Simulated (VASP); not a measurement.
# SrO in VASP: one cell, several levels of theory, part 2 of 2

VASP 6.6.1, plane waves, PAW.

### Step 3. Single point with r2SCAN

File INCAR:

```
ENCUT = 520.000000
SIGMA = 0.010000
EDIFF = 1.00e-07
ALGO = Normal
METAGGA = R2SCAN
PREC = Accurate
IBRION = -1
ISIF = 2
ISMEAR = 0
NBANDS = 15
NELM = 120
NSW = 0
LASPH = .TRUE.
LCHARG = .TRUE.
LELF = .TRUE.
LWAVE = .FALSE.
LREAL = .FALSE.
```

File KPOINTS:

```
KPOINTS created by Atomic Simulation Environment
0
Gamma
8 8 8
0 0 0
```

File KPOINTS_OPT:

```
special points
7
Reciprocal
0.0000000000 0.0000000000 0.0000000000 1
0.5000000000 0.0000000000 0.5000000000 1
0.6250000000 0.2500000000 0.6250000000 1
0.3750000000 0.3750000000 0.7500000000 1
0.5000000000 0.5000000000 0.5000000000 1
0.5000000000 0.2500000000 0.7500000000 1
0.0000000000 0.5000000000 0.5000000000 1
```

File POSCAR:

```
Sr O
 1.0000000000000000
     0.0000000000000000    2.5024955561000000    2.6241984298999999
     2.5024955561000000    0.0000000000000000    2.6241984298999999
     2.5024955561000000    2.5024955561000000    0.0000000000000000
 Sr  O
   1   1
Cartesian
  0.0000000000000000  0.0000000000000000  0.0000000000000000
  2.5024955561000004  2.5024955561000004  2.6241984298999999
```

Launch:

```
> mpirun -np 1 vasp_std
```

Standard output, without the iteration lines:

```text
POSCAR found type information on POSCAR SrO
 POSCAR found :  2 types and       2 ions
 -----------------------------------------------------------------------------
|                                                                             |
|                                                                             |
|     You enforced a specific xc type in the INCAR file but a different       |
|     I HOPE YOU KNOW WHAT YOU ARE DOING!                                     |
|                                                                             |
 -----------------------------------------------------------------------------

 LDA part: xc-table for (None), standard interpolation
 POSCAR, INCAR and KPOINTS ok, starting setup
 FFT: planning ... GRIDC
 FFT: planning ... GRID_SOFT
 FFT: planning ... GRID
 WAVECAR not read
 entering main loop
 Start KPOINTS_OPT (optional k-point list driver)
k-point batch [1-7\7]
```

OSZICAR:

```text
N       E                     dE             d eps       ncg     rms          rms(c)
DAV:   1     0.503062559569E+02    0.50306E+02   -0.86767E+03  1770   0.107E+03
DAV:   2    -0.314154883863E+02   -0.81722E+02   -0.74481E+02  2506   0.230E+02
DAV:   3    -0.346624676912E+02   -0.32470E+01   -0.32297E+01  2312   0.406E+01
DAV:   4    -0.347139170003E+02   -0.51449E-01   -0.51416E-01  2150   0.519E+00
DAV:   5    -0.347152337131E+02   -0.13167E-02   -0.13167E-02  2194   0.627E-01    0.175E+01
DAV:   6    -0.268687169698E+02    0.78465E+01   -0.44770E+00  2463   0.173E+01    0.164E+01
DAV:   7    -0.269891903626E+02   -0.12047E+00   -0.19774E-01  1784   0.402E+00    0.923E+00
DAV:   8    -0.270066060601E+02   -0.17416E-01   -0.87062E-02  1812   0.312E+00    0.915E-01
DAV:   9    -0.270022264345E+02    0.43796E-02   -0.17102E-02  2218   0.125E+00    0.262E-01
DAV:  10    -0.270024371723E+02   -0.21074E-03   -0.14829E-03  1938   0.388E-01    0.129E-01
DAV:  11    -0.270026272749E+02   -0.19010E-03   -0.27074E-04  1784   0.167E-01    0.780E-02
DAV:  12    -0.270026223694E+02    0.49055E-05   -0.30324E-05  2176   0.481E-02    0.177E-02
DAV:  13    -0.270026214904E+02    0.87901E-06   -0.53443E-06  2274   0.237E-02    0.136E-02
DAV:  14    -0.270026209909E+02    0.49946E-06   -0.59618E-07  2120   0.795E-03    0.492E-03
DAV:  15    -0.270026208325E+02    0.15847E-06   -0.46135E-08   997   0.194E-03    0.220E-03
DAV:  16    -0.270026207562E+02    0.76283E-07   -0.66452E-09  1004   0.620E-04
   1 F= -.27002621E+02 E0= -.27002621E+02  d E =-.245524E-28
       N       E                     dE             ncg
DAV:   1     0.458669216295E+03   -0.46183E+04      210
DAV:   2    -0.626403011787E+02   -0.52131E+03      266
DAV:   3    -0.820583903158E+02   -0.19418E+02      288
DAV:   4    -0.825420133940E+02   -0.48362E+00      231
DAV:   5    -0.825555599913E+02   -0.13547E-01      267
DAV:   6    -0.825559826021E+02   -0.42261E-03      252
DAV:   7    -0.825559969754E+02   -0.14373E-04      272
DAV:   8    -0.825559974511E+02   -0.47565E-06      216
DAV:   9    -0.825559974643E+02   -0.13209E-07      161
```

From OUTCAR:

```text
k-points           NKPTS =     59   k-points in BZ     NKDIM =     59   number of bands    NBANDS=     15

   NELECT =      16.0000    total number of electrons

   dimension x,y,z NGX =    28 NGY =   28 NGZ =   28
   dimension x,y,z NGXF=    56 NGYF=   56 NGZF=   56

  energy-cutoff  :      520.00
  volume of cell :       32.87
      direct lattice vectors                 reciprocal lattice vectors
     0.000000000  2.502495556  2.624198430    -0.199800555  0.199800555  0.190534372
     2.502495556  0.000000000  2.624198430     0.199800555 -0.199800555  0.190534372
     2.502495556  2.502495556  0.000000000     0.199800555  0.199800555 -0.190534372

 k-points in reciprocal lattice and weights: KPOINTS created by Atomic Simulation Env
   0.00000000  0.00000000  0.00000000       0.002
   0.12500000  0.00000000  0.00000000       0.016
   0.25000000  0.00000000  0.00000000       0.016
   0.37500000  0.00000000  0.00000000       0.016
   0.50000000  0.00000000  0.00000000       0.008
   0.12500000  0.12500000  0.00000000       0.004
   0.25000000  0.12500000  0.00000000       0.016
   0.37500000  0.12500000  0.00000000       0.016
[... 51 more k-points ...]

 E-fermi :   1.6379

 k-point     1 :       0.0000    0.0000    0.0000
  band No.  band energies     occupation
      1     -31.8420      2.00000
      2     -14.5722      2.00000
      3     -12.8598      2.00000
      4     -12.8158      2.00000
      5     -12.8158      2.00000
      6       1.3893      2.00000
      7       1.5636      2.00000
      8       1.5636      2.00000
      9       6.3457      0.00000
     10       8.1207      0.00000
     11       8.4940      0.00000
     12       8.4940      0.00000
     13      10.5210      0.00000
     14      11.0948      0.00000
     15      14.9963      0.00000

 k-point     2 :       0.1250    0.0000    0.0000
  band No.  band energies     occupation
      1     -31.8185      2.00000
      2     -14.8744      2.00000
      3     -12.8718      2.00000
      4     -12.8213      2.00000
      5     -12.5749      2.00000
      6       1.0480      2.00000
      7       1.2717      2.00000
      8       1.3440      2.00000
      9       7.0334      0.00000
     10       8.1715      0.00000
     11       8.6210      0.00000
     12       8.8019      0.00000
     13      10.9549      0.00000
     14      11.5462      0.00000
     15      16.0562      0.00000

 k-point     3 :       0.2500    0.0000    0.0000
  band No.  band energies     occupation
      1     -31.7610      2.00000
      2     -15.4220      2.00000
      3     -12.9189      2.00000
      4     -12.8341      2.00000
      5     -12.1568      2.00000
      6       0.2389      2.00000
      7       0.8215      2.00000
      8       0.8679      2.00000
      9       8.1484      0.00000
     10       8.5888      0.00000
     11       9.5106      0.00000
     12       9.6445      0.00000
     13      12.0413      0.00000
     14      12.6627      0.00000
     15      18.1765      0.00000

 k-point     4 :       0.3750    0.0000    0.0000
  band No.  band energies     occupation
      1     -31.7026      2.00000
      2     -15.8563      2.00000
      3     -12.9656      2.00000
      4     -12.8464      2.00000
      5     -11.8518      2.00000
      6      -0.4306      2.00000
      7       0.4414      2.00000
      8       0.4492      2.00000
      9       8.4964      0.00000
     10      10.1408      0.00000
     11      10.6443      0.00000
     12      10.6975      0.00000
     13      13.3691      0.00000
     14      13.9891      0.00000
     15      18.2712      0.00000

 k-point     5 :       0.5000    0.0000    0.0000
  band No.  band energies     occupation
      1     -31.6781      2.00000
      2     -16.0176      2.00000
      3     -12.9848      2.00000
      4     -12.8513      2.00000
      5     -11.7439      2.00000
      6      -0.6812      2.00000
      7       0.2887      2.00000
      8       0.2965      2.00000
      9       8.7566      0.00000
     10      10.8446      0.00000
     11      11.1780      0.00000
     12      11.2304      0.00000
     13      14.2135      0.00000
     14      14.8165      0.00000
     15      17.8992      0.00000

 k-point     6 :       0.1250    0.1250    0.0000
  band No.  band energies     occupation
      1     -31.8143      2.00000
      2     -14.8161      2.00000
      3     -12.8679      2.00000
      4     -12.8679      2.00000
      5     -12.6657      2.00000
      6       0.7133      2.00000
      7       1.5149      2.00000
      8       1.5149      2.00000
      9       7.2574      0.00000
     10       7.4987      0.00000
     11       9.1230      0.00000
     12       9.1230      0.00000
     13      11.1546      0.00000
     14      11.2896      0.00000
     15      16.2334      0.00000

 k-point     7 :       0.2500    0.1250    0.0000
  band No.  band energies     occupation
      1     -31.7710      2.00000
      2     -15.1605      2.00000
      3     -12.9260      2.00000
      4     -12.9098      2.00000
      5     -12.4424      2.00000
      6       0.2574      2.00000
      7       1.1854      2.00000
      8       1.2826      2.00000
      9       7.3070      0.00000
     10       8.3610      0.00000
     11       9.7774      0.00000
     12       9.9464      0.00000
     13      11.9150      0.00000
     14      11.9684      0.00000
     15      18.0025      0.00000

 k-point     8 :       0.3750    0.1250    0.0000
  band No.  band energies     occupation
      1     -31.7130      2.00000
      2     -15.5962      2.00000
      3     -13.0198      2.00000
      4     -12.9227      2.00000
      5     -12.1385      2.00000
      6      -0.1189      2.00000
      7       0.6485      2.00000
      8       0.8364      2.00000
      9       7.7922      0.00000
     10       9.5375      0.00000
     11      10.7911      0.00000
     12      10.9474      0.00000
     13      13.0317      0.00000
     14      13.2049      0.00000
     15      18.3203      0.00000

 k-point     9 :       0.5000    0.1250    0.0000
  band No.  band energies     occupation
      1     -31.6746      2.00000
      2     -15.8769      2.00000
      3     -13.1073      2.00000
      4     -12.8991      2.00000
      5     -11.9069      2.00000
      6      -0.3991      2.00000
      7       0.4089      2.00000
      8       0.4585      2.00000
      9       8.6019      0.00000
     10       9.8177      0.00000
     11      11.4615      0.00000
     12      11.7401      0.00000
     13      14.2418      0.00000
     14      14.4968      0.00000
     15      16.9799      0.00000

 k-point    10 :      -0.3750    0.1250    0.0000
  band No.  band energies     occupation
      1     -31.6789      2.00000
      2     -15.8979      2.00000
      3     -13.1351      2.00000
      4     -12.8527      2.00000
      5     -11.8247      2.00000
      6      -0.4382      2.00000
      7       0.3279      2.00000
      8       0.5450      2.00000
      9       8.5880      0.00000
     10       9.8012      0.00000
     11      10.9493      0.00000
     12      11.3494      0.00000
     13      14.4671      0.00000
     14      14.4773      0.00000
     15      17.5516      0.00000

 k-point    11 :      -0.2500    0.1250    0.0000
  band No.  band energies     occupation
      1     -31.7234      2.00000
      2     -15.6601      2.00000
      3     -13.0833      2.00000
      4     -12.8105      2.00000
      5     -11.9336      2.00000
      6      -0.1157      2.00000
      7       0.4998      2.00000
      8       0.8920      2.00000
      9       8.0691      0.00000
     10       8.8697      0.00000
     11       9.9028      0.00000
     12      10.6384      0.00000
     13      12.9367      0.00000
     14      13.6093      0.00000
     15      18.8991      0.00000

 k-point    12 :      -0.1250    0.1250    0.0000
  band No.  band energies     occupation
      1     -31.7812      2.00000
      2     -15.2555      2.00000
      3     -12.9763      2.00000
      4     -12.7974      2.00000
      5     -12.2244      2.00000
      6       0.4992      2.00000
      7       0.9069      2.00000
      8       1.1939      2.00000
      9       7.6654      0.00000
     10       7.9733      0.00000
     11       9.0811      0.00000
     12       9.5339      0.00000
     13      11.5989      0.00000
     14      12.4807      0.00000
     15      17.5363      0.00000

[... the tables of k-points 13 to 59 left out ...]

  Total        1.7195448      1.7195448      0.0853360      0.0000000      0.0000000     -0.0000000
  in kB       83.8206029     83.8206029      4.1597712      0.0000000      0.0000000     -0.0000000
  external PRESSURE =      57.2669923 kB  Pullay stress =       0.0000000 kB

 POSITION                                       TOTAL-FORCE (eV/Angst)
 -----------------------------------------------------------------------------------
      0.00000      0.00000      0.00000         0.000000     -0.000000      0.000000
      2.50250      2.50250      2.62420        -0.000000      0.000000     -0.000000
 -----------------------------------------------------------------------------------
    total drift:                                0.000000      0.000000      0.000000

  FREE ENERGIE OF THE ION-ELECTRON SYSTEM (eV)
  ---------------------------------------------------
  free  energy   TOTEN  =       -27.0026207562 eV

  energy  without entropy=      -27.0026207562  energy(sigma->0) =      -27.00262076
```

Hardware: 1 MPI rank of Intel Xeon Platinum 8488C, shared host.

The levels at the points of KPOINTS_OPT are read from vasprun.xml.

Near the gap, in eV above the top of the last filled band v; c is the band after it:

```
point    v−1      v     c   c+1
    Γ   0.00   0.00  4.78  6.56
    X  -0.26  -0.03  3.61  8.69
    U  -0.64  -0.37  5.20  8.58
    K  -0.69  -0.65  5.45  8.66
    L  -1.27  -1.27  7.19  9.28
    W  -0.65  -0.37  6.65  6.81
```

Gap with r2SCAN: 3.61 eV, valence top at Γ, conduction bottom at X. Least direct gap: 3.65 eV. Pressure: 5.73 GPa; the forces vanish within 0.01 eV/Å.

Axes a, b and c in the maps are those of this run's conventional cell (a, b, c = 3.539, 3.539, 5.248 Å).

Density in a lattice plane of the grid's cell (edges 3.54 and 5.25 Å, at 0.000 of the third edge), which holds Sr and O.

Ten even steps from ' ' (0.03 e/Å³) to '@' (8.02 e/Å³):
```
------::..              ..::----
--::::..                  ..::::
......                      ....
                                
                                
                                
..                              
--::..                      ..::
##**--..                  ..--**
@@%%==..                  ..==%%
##**--..                  ..--**
--::..                      ..::
..                              
                                
                                
                                
......                      ....
--::::..                  ..::::
------::..              ..::----
==----::..              ..::----
```
Columns run along the first of these edges and rows up along the second, over one cell in 16 and 20 even steps from the bottom left corner. Atoms in the plane (fractional): Sr at (0.00, 0.00), O at (0.00, 0.50).

ELF in the same plane.

Ten even steps from '0' (0.02) to '9' (0.82):
```
7799840000048997
9999730000037999
9997410000014799
5542000000000245
0000000000000000
4433210000012334
9987631000136789
9999751000157999
6899852000258998
3699862000268996
6899852000258998
9999751000157999
9987631000136789
4433210000012334
0000000000000000
5542000000000245
9997410000014799
9999730000037999
7799840000048997
5689951000159986
```
Columns run along the first of these edges and rows up along the second, over one cell in 16 and 20 even steps from the bottom left corner. Atoms in the plane (fractional): Sr at (0.00, 0.00), O at (0.00, 0.50).

Both are smooth fields of the valence electrons: close to the nuclei they are not physical.

Maxima of ELF outside the ion cores: 0.84 in the shell around O, 0.6 Å from O.

### Step 4. Results

What follows sums up all 2 parts.

| level | gap (eV) | pressure (GPa) | Ansatz: gap (eV) | Ansatz: pressure (GPa) |
| --- | --- | --- | --- | --- |
| PBE | 3.14 | 7.49 | 3.19 | 6.78 |
| r2SCAN | 3.61 | 5.73 | 3.67 | 5.06 |

The gap runs from 3.14 eV (PBE) to 3.61 eV (r2SCAN). At this one volume the pressure spans 5.7 GPa (r2SCAN) to 7.5 GPa (PBE): PBE wants the largest cell and r2SCAN the smallest. The two programs agree on the gap within 0.07 eV, far less than the spread between functionals. The two codes have different PAW datasets and cutoffs.
